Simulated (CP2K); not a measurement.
**TiC under changes of volume**

One of the cells (10.158 Å³/atom); the others are scaled copies at fixed shape and fractional positions:

```xyz
2
Lattice="3.0628 0.0000 0.0000 1.5314 2.6525 0.0000 1.5314 0.8842 2.5008" Properties=species:S:1:pos:R:3 pbc="T T T"
Ti    0.0000    0.0000    0.0000
C     3.0628    1.7683    1.2504
```

The cell is a database's computed one.

- Program: CP2K 2026.2
- Functional: PBEsol
- Potentials or basis: POTENTIAL_UZH Ti GTH-PBE-q12, C GTH-PBE-q4; TZVP-MOLOPT-PBE-GTH basis
- Density cutoff: 6123 eV
- k mesh: 11 × 11 × 11
- Occupations: fermi-dirac, width 0.1 eV
- Spin: no spin polarisation

```csv
volume (Å³/atom),energy over the lowest point (meV/atom),pressure (GPa)
9.548,?,?
9.752,3.19,5.5
9.955,0.00,-0.3
10.158,3.71,-5.4
10.361,13.66,-10.1
10.564,29.23,-14.3
10.767,49.86,-18.1
```

Question: What does the run at 9.548 Å³/atom give?

Answer: Energy over the lowest point 14.04 meV/atom; pressure 11.8 GPa.

Worked out: A Birch-Murnaghan fit of order 3 (a polynomial in V^(-2/3)) to the other rows has its minimum at 9.94 Å³/atom with B0 = V·E''(V) = 269 GPa and B' = 4.1. It gives 14.13 meV/atom at 9.548 Å³/atom, against the run's 14.04, and -dE/dV = 11.9 GPa, against 11.8.

Energies are extrapolated to zero smearing.

Caveats: the potentials were made for another functional, which shifts forces and pressure; the basis of atomic orbitals isn't converged, which shifts pressures, moduli and gaps.
